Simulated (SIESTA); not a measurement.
# BP under changes of volume

One of the cells (11.682 Å³/atom); the others are scaled copies at fixed shape and fractional positions:

```
CELL_PARAMETERS angstrom
0.00000 2.26900 2.26900
2.26900 0.00000 2.26900
2.26900 2.26900 0.00000
ATOMIC_POSITIONS crystal
P 0.75000 0.75000 0.75000
B 0.00000 0.00000 0.00000
```

| Item | Value |
| --- | --- |
| Program | SIESTA 5.4.2 |
| Functional | PBE |
| Potentials or basis | PseudoDojo 0.4 standard (PBE files) |
| Basis | DZ (energy shift 0.01 Ry) |
| Grid cutoff | 500 Ry |
| Energy shift | 0.01 Ry |
| k mesh | 10 × 10 × 10 |
| Occupations | fermi-dirac, width 0.05 eV |
| Spin | no spin polarisation |

```csv
volume (Å³/atom),energy over the lowest point (meV/atom),pressure (GPa)
10.981,?,?
11.214,54.98,17.1
11.448,33.32,12.8
11.682,17.52,9.0
11.915,7.01,5.5
12.149,1.33,2.4
12.383,0.00,-0.5
```

What does the run at 10.981 Å³/atom give?

Energy over the lowest point 83.21 meV/atom; pressure 21.8 GPa.

Worked out: A Birch-Murnaghan fit of order 3 (a polynomial in V^(-2/3)) to the other rows has its minimum at 12.34 Å³/atom with B0 = V·E''(V) = 147 GPa and B' = 3.9. It gives 82.93 meV/atom at 10.981 Å³/atom, against the run's 83.21, and -dE/dV = 21.6 GPa, against 21.8.

Energies are extrapolated to zero smearing.

Caveats: the basis has no polarisation orbitals; the basis of atomic orbitals isn't converged, which shifts pressures, moduli and gaps.
